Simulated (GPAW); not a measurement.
# 1 ML Co on Ta(110), 1 substrate layers: cost and accuracy of the smearing

Aim: see how far moments and order energies of 1 ML Co on Ta(110), 1 substrate layers move with the smearing, and what each rung costs.

Program: GPAW 26.7.0. Level of theory: LDA; plane waves with GPAW's PAW setups, scalar-relativistic. Results are calculated unless marked as measured.

## Step 1: Starting point

The cell holds 2 atoms: 1 Ta and 1 Co. Cell: a = 2.860 Å, b = 2.860 Å, c = 16.111 Å, α = 90.0°, β = 90.0°, γ = 109.5°. pseudomorphic film on the substrate's lattice, hard-sphere layer spacings, unrelaxed, 14 A of vacuum. Vacuum lies along c.

## Step 2: Rung 1 (width 0.4 eV), start ferro +

A wide smearing converges easily but acts like a high temperature on the moments; each rung narrows it.

The input, order1.py:

```python
import json
import numpy as np
from ase import Atoms
from ase.parallel import paropen, parprint
from gpaw import GPAW

atoms = Atoms(['Ta', 'Co'],
    cell=[[1.65128, -2.335263, 0.0],
         [1.65128, 2.335263, 0.0],
         [0.0, 0.0, 16.110911]],
    scaled_positions=[[0.0, 0.0, 0.434488],
         [0.5, 0.5, 0.565512]],
    pbc=True,
    magmoms=[0.0, 2.0])
atoms.calc = GPAW(mode={'name': 'pw', 'ecut': 550},
    xc='LDA',
    kpts={'size': (10, 10, 1), 'gamma': True},
    occupations={'name': 'fermi-dirac', 'width': 0.4},
    convergence={'density': 1e-05, 'energy': 1e-05},
    maxiter=200,
    symmetry={'tolerance': 1e-4},
    txt='order1.txt')
e = atoms.get_potential_energy(force_consistent=True)
res = {'free_energy': e, 'energy_sigma0': atoms.get_potential_energy(), 'fermi_energy': atoms.calc.get_fermi_level()}
res['moments'] = atoms.get_magnetic_moments().tolist()
res['total'] = atoms.get_magnetic_moment()
parprint('site moments (muB):', np.round(res['moments'], 3))
parprint(f"total moment: {res['total']:.3f} muB")
parprint(f'free energy: {e:.6f} eV')
atoms.calc.write('order1.gpw')
with paropen('results.json', 'w') as f:
    json.dump(res, f)
```

On the command line:

```
$ OMP_NUM_THREADS=1 mpirun -n 2 gpaw python order1.py > order1.log
```

Log:

```text
site moments (muB): [-0.039  1.058]
total moment: 1.040 muB
free energy: -17.795427 eV

--- order1.txt ---
Input parameters:
  mode=PW(ecut=550),
  convergence={'density': 1e-05, 'energy': 1e-05},
  kpts=MonkhorstPack(size=(10, 10, 1), gamma=True),
  maxiter=200,
  occupations=Occupations(name='fermi-dirac', width=0.4),
  symmetry=Symmetry(tolerance=0.0001),
  xc=XC(name='LDA')

Diagonalizing LCAO Hamiltonian
Converting LCAO to pw mode

           Co

       Ta

Atoms  # Å, Bohr magnetons
|   | symbol |        x |        y |        z |    initial magnetic moments |
|---|--------|----------|----------|----------|-----------------------------|
| 0 |     Ta | 0.000000 | 0.000000 | 6.999997 | ( 0.0000,  0.0000,  0.0000) |
| 1 |     Co | 1.651280 | 0.000000 | 9.110914 | ( 0.0000,  0.0000,  2.0000) |

Unit cell  # Å
| periodic |        x |         y |         z |   lengths |     angles |
|----------|----------|-----------|-----------|-----------|------------|
|      yes | 1.651280 | -2.335263 |  0.000000 |  2.860101 |  90.000000 |
|      yes | 1.651280 |  2.335263 |  0.000000 |  2.860101 |  90.000000 |
|      yes | 0.000000 |  0.000000 | 16.110911 | 16.110911 | 109.471231 |

Number of symmetries: 4

BZ-sampling:
  Number of BZ points: 100
  Number of IBZ points: 31

  Monkhorst-Pack size: [10, 10, 1]
  Monkhorst-Pack shift: [0.05, 0.05, 0.0]

Plane wave coefficients: 3681
Cutoff: 550.0 eV

Spin-components: 2 (collinear spins)
Bands:           19
Projectors:      12
Spin-degeneracy: 1
Datatype:        complex128

Parallelization:
  kpt:    2
  domain: 1
  band:   1

Density:
  Valence electrons: 22.0
  Components: 2
  Grid points: [16 16 90]
  Charge: 0.0  # |e|

Potential:
  Grid points: [16 16 90]

[... setups left out ...]
Reference energy: -461760.586286  # eV

eigensolver:
  PPCG
  Converge bands: occupied
  niter=2

density mixing:
  MSR1-Mixer
  Pratt-step length: 0.05
  Maximum mixing coefficient: 0.75
  Old densities: 10
  SVD Regularization: 0.005
  Good broyden scale: 1.0
  Trust region scale: 1.0
  Backstep threshold: 4.0
  History deletion threshold: 6.0
  Fourier metric: weight=20.0, sigma=0.015

occupation numbers:
  Fermi-Dirac:
    width: 0.4000  # eV

poisson solver:
  ecut: 4400.0  # eV

xc functional:
  name: None

convergence criteria:
- Maximum integral of absolute [dens]ity change: 1e-05 electrons / valence electron
- Maximum [total energy] change in last 3 cyles: 1e-05 eV / valence electron
- Maximum integral of absolute [eigenst]ate change: 4e-08 eV^2 / valence electron
maximum number of iterations: 200

SCF iterations
|iter     |      energy | eigst |  dens |  magmom |
|---------|-------------|-------|-------|---------|
|iter:   1|       0s |  -18.955092 | +0.23 |       |  +2.0030|
|iter:   2|       2s |  -17.897599 | -0.96 | -0.69 |  +1.9371|
|iter:   3|       4s |  -17.452119 | -1.73 | -0.94 |  +1.9425|
|iter:   4|       6s |  -16.989338 | -1.07 | -1.01 |  +1.8451|
|iter:   5|       8s |  -16.902070 | -1.76 | -1.25 |  +1.7762|
|iter:   6|      10s |  -16.871094 | -1.78 | -1.37 |  +1.6448|
|iter:   7|      12s |  -16.865495 | -2.16 | -1.58 |  +1.5434|
|iter:   8|      14s |  -16.856123 | -3.15 | -1.68 |  +1.4445|
|iter:   9|      16s |  -16.860139 | -3.28 | -1.99 |  +1.3040|
|iter:  10|      18s |  -16.848822 | -3.34 | -2.12 |  +1.1879|
|iter:  11|      20s |  -16.843846 | -3.54 | -2.33 |  +1.0818|
|iter:  12|      23s |  -16.839029 | -3.96 | -2.57 |  +1.0434|
|iter:  13|      25s |  -16.838419 | -4.87 | -2.98 |  +1.0358|
|iter:  14|      27s |  -16.838268 | -5.58 | -3.41 |  +1.0377|
|iter:  15|      29s |  -16.838242c| -6.79 | -3.82 |  +1.0391|
|iter:  16|      31s |  -16.838175c| -7.22 | -4.12 |  +1.0395|
|iter:  17|      32s |  -16.838156c| -7.50c| -4.54 |  +1.0399|
|iter:  18|      33s |  -16.838155c| -7.91c| -5.09c|  +1.0400|

Converged in 18 steps
Energy contributions relative to reference atoms: (reference = -461760.586286)

Energy contributions:
  Kinetic:          -3.310677
  Coulomb:           2.091046
  Zero:             -0.329155
  External:          0.000000
  Xc:              -14.332098
  Entropy:          -1.914544
  Spinorbit:         0.000000
  ----------------------------
  Free energy:     -17.795427
  Extrapolated:    -16.838155

dipole moment: (-11.909072, -0.000000, 0.027906)  # |e|*Ang

Total magnetic moment: (0.000000, 0.000000, 1.040035)

Local magnetic moments
|        x |        y |         z |
|----------|----------|-----------|
| 0.000000 | 0.000000 | -0.039204 |  # Ta   0
| 0.000000 | 0.000000 |  1.057837 |  # Co   1

Fermi level: -0.873
Eigenvalues  # (at kpt = [0.000, 0.000, 0.000])
| band index |      eig [eV] | occ [0-1] |      eig [eV] | occ [0-1] |
|------------|---------------|-----------|---------------|-----------|
|          0 |       -68.674 |     1.000 |       -68.689 |     1.000 |
|        ... |               |           |               |           |
|          5 |        -4.936 |     1.000 |        -4.746 |     1.000 |
|          6 |        -3.060 |     0.996 |        -2.367 |     0.977 |
|          7 |        -2.408 |     0.979 |        -1.665 |     0.879 |
|          8 |        -2.272 |     0.971 |        -1.456 |     0.811 |
|          9 |        -2.176 |     0.963 |        -1.441 |     0.805 |
|         10 |        -1.956 |     0.937 |        -1.420 |     0.797 |
|         11 |        -1.694 |     0.886 |        -0.904 |     0.519 |
|         12 |        -1.105 |     0.641 |        -0.750 |     0.423 |
|         13 |         0.199 |     0.064 |         0.257 |     0.056 |
|         14 |         2.128 |     0.001 |         2.136 |     0.001 |
|         15 |         2.486 |     0.000 |         2.534 |     0.000 |
|         16 |         2.952 |     0.000 |         2.923 |     0.000 |
|         17 |         3.705 |     0.000 |         3.712 |     0.000 |
|         18 |         3.893 |     0.000 |         3.910 |     0.000 |

No gap
No difference between direct/indirect transitions
```

It took 37 s on 2 MPI ranks of Arm Neoverse V2, shared host; peak memory 0.5 GiB; 74 s of CPU time.

Numbers from this step:

```
magnetization  : 1.040 μB
final state    : ferromagnetic
largest moment : 1.058 μB
```

After 18 cycles the largest moment stands at 1.06 μB.

## Step 3: Rung 1 (width 0.4 eV), start antiferro q=(0,1/2,0) +-

The second start gives the energy difference between the two end states, the quantity that is followed up the ladder. Its q is in fractions of the reciprocal vectors of the first run's cell.

The input, order2.py:

```python
import json
import numpy as np
from ase import Atoms
from ase.parallel import paropen, parprint
from gpaw import GPAW

atoms = Atoms(['Ta', 'Ta', 'Co', 'Co'],
    cell=[[1.65128, -2.335263, 0.0],
         [3.30256, 4.670526, 0.0],
         [0.0, 0.0, 16.110911]],
    scaled_positions=[[0.0, 0.0, 0.434488],
         [0.0, 0.5, 0.434488],
         [0.5, 0.25, 0.565512],
         [0.5, 0.75, 0.565512]],
    pbc=True,
    magmoms=[0.0, 0.0, 2.0, -2.0])
atoms.calc = GPAW(mode={'name': 'pw', 'ecut': 550},
    xc='LDA',
    kpts={'size': (10, 5, 1), 'gamma': True},
    occupations={'name': 'fermi-dirac', 'width': 0.4},
    convergence={'density': 1e-05, 'energy': 1e-05},
    maxiter=200,
    symmetry={'tolerance': 1e-4},
    txt='order2.txt')
e = atoms.get_potential_energy(force_consistent=True)
res = {'free_energy': e, 'energy_sigma0': atoms.get_potential_energy(), 'fermi_energy': atoms.calc.get_fermi_level()}
res['moments'] = atoms.get_magnetic_moments().tolist()
res['total'] = atoms.get_magnetic_moment()
parprint('site moments (muB):', np.round(res['moments'], 3))
parprint(f"total moment: {res['total']:.3f} muB")
parprint(f'free energy: {e:.6f} eV')
atoms.calc.write('order2.gpw')
with paropen('results.json', 'w') as f:
    json.dump(res, f)
```

On the command line:

```
$ OMP_NUM_THREADS=1 mpirun -n 2 gpaw python order2.py > order2.log
```

Log:

```text
site moments (muB): [ 0.    0.    0.84 -0.84]
total moment: -0.000 muB
free energy: -35.571699 eV

--- order2.txt ---
Input parameters:
  mode=PW(ecut=550),
  convergence={'density': 1e-05, 'energy': 1e-05},
  kpts=MonkhorstPack(size=(10, 5, 1), gamma=True),
  maxiter=200,
  occupations=Occupations(name='fermi-dirac', width=0.4),
  symmetry=Symmetry(tolerance=0.0001),
  xc=XC(name='LDA')

Diagonalizing LCAO Hamiltonian
Converting LCAO to pw mode

                 Co
           Co

             Ta
       Ta

Atoms  # Å, Bohr magnetons
|   | symbol |        x |        y |        z |    initial magnetic moments |
|---|--------|----------|----------|----------|-----------------------------|
| 0 |     Ta | 0.000000 | 0.000000 | 6.999997 | ( 0.0000,  0.0000,  0.0000) |
| 1 |     Ta | 1.651280 | 2.335263 | 6.999997 | ( 0.0000,  0.0000,  0.0000) |
| 2 |     Co | 1.651280 | 0.000000 | 9.110914 | ( 0.0000,  0.0000,  2.0000) |
| 3 |     Co | 3.302560 | 2.335263 | 9.110914 | ( 0.0000,  0.0000, -2.0000) |

Number of symmetries: 1

BZ-sampling:
  Number of BZ points: 50
  Number of IBZ points: 26

  Monkhorst-Pack size: [10, 5, 1]
  Monkhorst-Pack shift: [0.05, 0.0, 0.0]

Plane wave coefficients: 7323
Cutoff: 550.0 eV

Spin-components: 2 (collinear spins)
Bands:           31
Projectors:      24
Spin-degeneracy: 1
Datatype:        complex128

Parallelization:
  kpt:    2
  domain: 1
  band:   1

Density:
  Valence electrons: 44.0
  Components: 2
  Grid points: [16 32 90]
  Charge: 0.0  # |e|

Potential:
  Grid points: [16 32 90]

[... setups left out ...]
Reference energy: -923521.172571  # eV

convergence criteria:
[...]
|iter:  21|     124s |  -33.608593c| -7.55c| -4.65 |  -0.0000|
|iter:  22|     127s |  -33.608558c| -7.43c| -5.08c|  -0.0000|

Converged in 22 steps
Energy contributions relative to reference atoms: (reference = -923521.172571)

Energy contributions:
  Kinetic:          -7.196407
  Coulomb:           4.663380
  Zero:             -0.657872
  External:          0.000000
  Xc:              -28.454517
  Entropy:          -3.926282
  Spinorbit:         0.000000
  ----------------------------
  Free energy:     -35.571699
  Extrapolated:    -33.608558

dipole moment: (-11.909508, -16.842580, 0.054417)  # |e|*Ang

Total magnetic moment: (0.000000, 0.000000, -0.000005)

Local magnetic moments
|        x |        y |         z |
|----------|----------|-----------|
| 0.000000 | 0.000000 |  0.000000 |  # Ta   0
| 0.000000 | 0.000000 |  0.000000 |  # Ta   1
| 0.000000 | 0.000000 |  0.839734 |  # Co   2
| 0.000000 | 0.000000 | -0.839739 |  # Co   3

Fermi level: -0.880
Eigenvalues  # (at kpt = [0.000, 0.000, 0.000])
| band index |      eig [eV] | occ [0-1] |      eig [eV] | occ [0-1] |
|------------|---------------|-----------|---------------|-----------|
|          0 |       -68.689 |     1.000 |       -68.689 |     1.000 |
|        ... |               |           |               |           |
|         15 |        -2.049 |     0.949 |        -2.049 |     0.949 |
|         16 |        -1.893 |     0.926 |        -1.893 |     0.926 |
|         17 |        -1.838 |     0.916 |        -1.838 |     0.916 |
|         18 |        -1.726 |     0.892 |        -1.726 |     0.892 |
[...]
|         27 |         2.127 |     0.001 |         2.127 |     0.001 |
|         28 |         2.172 |     0.000 |         2.172 |     0.000 |
|         29 |         2.420 |     0.000 |         2.420 |     0.000 |
|         30 |         2.509 |     0.000 |         2.509 |     0.000 |

No gap
No difference between direct/indirect transitions
```

Wall time 2.3 min (2 MPI ranks); peak memory 0.78 GiB; 4.6 min of CPU time.

Spin moment in the augmentation sphere by atom:

```csv
atom,spin moment in the augmentation sphere (μB)
Ta1,0.000
Ta2,0.000
Co3,0.840
Co4,-0.840
```

This step gave:

```
magnetization : 0 μB
final state   : antiferromagnetic
```

This start lies +9.6 meV a seeded atom from the first; its largest moment is 0.840 μB.

## Step 4: Rung 2 (width 0.2 eV), start ferro +

order1.py is the script of step 2 with these lines changed:

```diff
@@ -17,3 +17,3 @@
     kpts={'size': (10, 10, 1), 'gamma': True},
-    occupations={'name': 'fermi-dirac', 'width': 0.4},
+    occupations={'name': 'fermi-dirac', 'width': 0.2},
     convergence={'density': 1e-05, 'energy': 1e-05},
```

On the command line:

```
$ OMP_NUM_THREADS=1 mpirun -n 2 gpaw python order1.py > order1.log
```

Log:

```text
site moments (muB): [-0.031  1.469]
total moment: 1.448 muB
free energy: -17.069671 eV

--- order1.txt ---
Input parameters:
  mode=PW(ecut=550),
  convergence={'density': 1e-05, 'energy': 1e-05},
  kpts=MonkhorstPack(size=(10, 10, 1), gamma=True),
  maxiter=200,
  occupations=Occupations(name='fermi-dirac', width=0.2),
  symmetry=Symmetry(tolerance=0.0001),
  xc=XC(name='LDA')

Diagonalizing LCAO Hamiltonian
[...]
|          6 |        -3.207 |     1.000 |        -2.231 |     0.999 |
|          7 |        -2.549 |     1.000 |        -1.528 |     0.970 |
[...]
|         15 |         2.522 |     0.000 |         2.591 |     0.000 |
|         16 |         2.994 |     0.000 |         2.974 |     0.000 |
|         17 |         3.702 |     0.000 |         3.713 |     0.000 |
|         18 |         3.904 |     0.000 |         3.928 |     0.000 |

No gap
No difference between direct/indirect transitions

[key lines of the parts left out:]
Free energy:     -17.069671
Converged in 17 steps
dipole moment: (-11.912986, 0.000000, 0.036870)  # |e|*Ang
Fermi level: -0.835
```

Run time: 35 s. Hardware: 2 MPI ranks; peak memory 0.5 GiB.

Read from the output:

```
magnetization  : 1.448 μB
final state    : ferromagnetic
largest moment : 1.469 μB
```

The largest moment moves by +0.41 μB from rung 1, at 0.94 times its CPU time.

## Step 5: Rung 2 (width 0.2 eV), start antiferro q=(0,1/2,0) +-

order2.py is the script of step 3 with these lines changed:

```diff
@@ -19,3 +19,3 @@
     kpts={'size': (10, 5, 1), 'gamma': True},
-    occupations={'name': 'fermi-dirac', 'width': 0.4},
+    occupations={'name': 'fermi-dirac', 'width': 0.2},
     convergence={'density': 1e-05, 'energy': 1e-05},
```

On the command line:

```
$ OMP_NUM_THREADS=1 mpirun -n 2 gpaw python order2.py > order2.log
```

Log:

```text
site moments (muB): [-0.   -0.    1.35 -1.35]
total moment: 0.000 muB
free energy: -34.061237 eV

--- order2.txt ---
Input parameters:
  mode=PW(ecut=550),
  convergence={'density': 1e-05, 'energy': 1e-05},
  kpts=MonkhorstPack(size=(10, 5, 1), gamma=True),
  maxiter=200,
  occupations=Occupations(name='fermi-dirac', width=0.2),
  symmetry=Symmetry(tolerance=0.0001),
  xc=XC(name='LDA')

Diagonalizing LCAO Hamiltonian
[...]
|         17 |        -1.802 |     0.992 |        -1.802 |     0.992 |
|         18 |        -1.627 |     0.981 |        -1.627 |     0.981 |
[...]
|         27 |         2.209 |     0.000 |         2.209 |     0.000 |
|         28 |         2.227 |     0.000 |         2.227 |     0.000 |
|         29 |         2.488 |     0.000 |         2.488 |     0.000 |
|         30 |         2.581 |     0.000 |         2.581 |     0.000 |

No gap
No difference between direct/indirect transitions

[key lines of the parts left out:]
Free energy:     -34.061237
Converged in 19 steps
dipole moment: (-11.913600, -16.848367, 0.072324)  # |e|*Ang
Fermi level: -0.835
```

Wall time 2 min (2 MPI ranks); peak memory 0.78 GiB.

Numbers from this step:

- magnetization: 0 μB
- final state: antiferromagnetic
- largest moment: 1.350 μB

This start lies +39.1 meV a seeded atom from the first, a change of +29.5 meV since rung 1; its largest moment is 1.35 μB.

## Step 6: Rung 3 (width 0.1 eV), start ferro +

order1.py is the script of step 4 with these lines changed:

```diff
@@ -17,3 +17,3 @@
     kpts={'size': (10, 10, 1), 'gamma': True},
-    occupations={'name': 'fermi-dirac', 'width': 0.2},
+    occupations={'name': 'fermi-dirac', 'width': 0.1},
     convergence={'density': 1e-05, 'energy': 1e-05},
```

On the command line:

```
$ OMP_NUM_THREADS=1 mpirun -n 2 gpaw python order1.py > order1.log
```

Log:

```text
site moments (muB): [0.009 1.546]
total moment: 1.581 muB
free energy: -16.884471 eV

--- order1.txt ---
Input parameters:
  mode=PW(ecut=550),
  convergence={'density': 1e-05, 'energy': 1e-05},
  kpts=MonkhorstPack(size=(10, 10, 1), gamma=True),
  maxiter=200,
  occupations=Occupations(name='fermi-dirac', width=0.1),
  symmetry=Symmetry(tolerance=0.0001),
  xc=XC(name='LDA')

Diagonalizing LCAO Hamiltonian
[...]
|          6 |        -3.260 |     1.000 |        -2.217 |     1.000 |
|          7 |        -2.604 |     1.000 |        -1.510 |     0.999 |
[...]
|         15 |         2.508 |     0.000 |         2.603 |     0.000 |
|         16 |         2.981 |     0.000 |         2.991 |     0.000 |
|         17 |         3.703 |     0.000 |         3.716 |     0.000 |
|         18 |         3.905 |     0.000 |         3.939 |     0.000 |

No gap
No difference between direct/indirect transitions

[key lines of the parts left out:]
Free energy:     -16.884471
Converged in 18 steps
dipole moment: (-11.914068, 0.000000, 0.040443)  # |e|*Ang
Fermi level: -0.832
```

It took 35 s on 2 MPI ranks; peak memory 0.5 GiB; 71 s of CPU time.

Read from the output:

```yaml
magnetization: 1.581 μB
final_state: ferromagnetic
largest_moment: 1.546 μB
```

The largest moment moves by +0.08 μB from rung 2, at 1.0 times its CPU time.

## Step 7: Rung 3 (width 0.1 eV), start antiferro q=(0,1/2,0) +-

order2.py is the script of step 5 with these lines changed:

```diff
@@ -19,3 +19,3 @@
     kpts={'size': (10, 5, 1), 'gamma': True},
-    occupations={'name': 'fermi-dirac', 'width': 0.2},
+    occupations={'name': 'fermi-dirac', 'width': 0.1},
     convergence={'density': 1e-05, 'energy': 1e-05},
```

On the command line:

```
$ OMP_NUM_THREADS=1 mpirun -n 2 gpaw python order2.py > order2.log
```

Log:

```text
site moments (muB): [ 0.     0.     1.443 -1.443]
total moment: 0.000 muB
free energy: -33.650689 eV

--- order2.txt ---
Input parameters:
  mode=PW(ecut=550),
  convergence={'density': 1e-05, 'energy': 1e-05},
  kpts=MonkhorstPack(size=(10, 5, 1), gamma=True),
  maxiter=200,
  occupations=Occupations(name='fermi-dirac', width=0.1),
  symmetry=Symmetry(tolerance=0.0001),
  xc=XC(name='LDA')

[...]
|         17 |        -1.788 |     1.000 |        -1.788 |     1.000 |
|         18 |        -1.599 |     1.000 |        -1.599 |     1.000 |
[...]
|         27 |         2.237 |     0.000 |         2.237 |     0.000 |
|         28 |         2.245 |     0.000 |         2.245 |     0.000 |
|         29 |         2.513 |     0.000 |         2.513 |     0.000 |
|         30 |         2.608 |     0.000 |         2.608 |     0.000 |

No gap
No difference between direct/indirect transitions

[key lines of the parts left out:]
Free energy:     -33.650689
Converged in 19 steps
dipole moment: (-11.914596, -16.849776, 0.074433)  # |e|*Ang
Fermi level: -0.817
```

Wall time 1.9 min (2 MPI ranks); peak memory 0.78 GiB.

This step gave:

```
magnetization  : 0 μB
final state    : antiferromagnetic
largest moment : 1.443 μB
```

This start lies +59.1 meV a seeded atom from the first, a change of +20.1 meV since rung 2; its largest moment is 1.44 μB.

(Continued in part 2 of 2.)

[Logs and program files are shortened in this print: banners, set-up blocks, solver, clock and traceback lines can be left out without a mark of their own.]

[Logs are printed without paths, hosts, clocks, repeated set-up lines and the standing remarks that a program may print on its own settings, such as how far it seeks lower states.]

[Hosts, paths, dates, database ids (printed as entryN), source tags and the programs' standing remarks are cut or masked in the printed files.]

[Where a cell is said to come from a database of computed structures, the database is the Materials Project.]
